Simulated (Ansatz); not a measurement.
# k/cubic: the band gap up the ladder of functionals

One table from this session's results is given with a row withheld; the runs are named, their logs left out.

Program: Ansatz 0.2.0. PAW datasets, plane waves. Spin-unpolarised throughout. Whether this structure exists isn't addressed.

## The system as given

The cell was relaxed beforehand with r2SCAN.

The symmetry is Fm-3m (No. 225, cubic); a = 4.794 Å in the conventional setting, 9.18 Å³ an atom. Around Ti lie 8 O at 2.08 Å; around O lie 4 Ti at 2.08 Å.

As a file:

```cif
data_structure
_symmetry_space_group_name_H-M 'Fm-3m'
_symmetry_Int_Tables_number 225
_cell_length_a 4.7937
_cell_length_b 4.7937
_cell_length_c 4.7937
_cell_angle_alpha 90.000
_cell_angle_beta 90.000
_cell_angle_gamma 90.000
_cell_volume 110.15
loop_
_atom_site_label
_atom_site_type_symbol
_atom_site_symmetry_multiplicity
_atom_site_Wyckoff_symbol
_atom_site_fract_x
_atom_site_fract_y
_atom_site_fract_z
_atom_site_occupancy
Ti1 Ti 4 a 0.00000 0.00000 0.00000 1
O1 O 8 c 0.25000 0.25000 0.75000 1
```

The first run:

File input.yaml:

```yaml
crystal:
  lattice:
    - [0.0, 2.3968295068, 2.3968295068]
    - [2.3968295068, 0.0, 2.3968295068]
    - [2.3968295068, 2.3968295068, 0.0]
  atoms:
    - { symbol: Ti, position: [0.0, 0.0, 0.0] }
    - { symbol: O, position: [0.75, 0.75, 0.75] }
    - { symbol: O, position: [0.25, 0.25, 0.25] }
kpoints:
  mp_grid: { grid: [10, 10, 10] }
  band_path:
    path:
      - [[0.0, 0.0, 0.0], [0.5, 4.58392885878e-35, 0.5], [0.625, 0.25, 0.625]]
      - [[0.375, 0.375, 0.75], [0.0, 0.0, 0.0], [0.5, 0.5, 0.5], [0.5, 0.25, 0.75], [0.5, 4.58392885878e-35, 0.5]]
    npoints: 10
hamiltonian:
  xc: pbe
scf:
  occupations: { method: fermi_dirac, width: 0.02 }
  n_extra_bands: 4
output:
  forces: true
  stress: true
  eigenvalues: true
```

Started as:

```console
> ansatz run input.yaml --threads 2 --pin off --max-ram 29491MiB --backend cpu --events-out ev --progress --plain --runs-dir out
```

Among the steps run: Band structure with PBE; r2SCAN; Single point with HSE06; Quasiparticle levels, G0W0@PBE; PBE0.

One of the session's tables, all rows but one given; the rest of the session is left out.

```
                    level  gap (eV)
                      PBE      1.14
                   r2SCAN      1.51
                    HSE06      2.63
G0W0@PBE (82 empty bands)         ?
                     PBE0      3.35
```

Estimate the missing values for G0W0@PBE (82 empty bands).

As computed: gap (eV): 2.23. In the column «gap (eV)» it lies between r2SCAN (1.51) and HSE06 (2.63).

Meshes: PBE 10×10×10, r2SCAN 10×10×10, HSE06 6×6×6, PBE0 6×6×6

What this shows: The gap runs from 1.14 eV (PBE) to 3.35 eV (PBE0). Against G0W0@PBE, PBE is short by 1.09 eV, at 51 % of it, and r2SCAN 68 %. PBE0 lies 0.72 eV above HSE06, which differs from it by screening the long-range exchange. The G0W0 figures hold for the stated bands, cutoff and mesh and aren't extrapolated.

Caveats from the session: Warnings in the runs' records: stress scf threshold loose, stress exchange threshold loose.
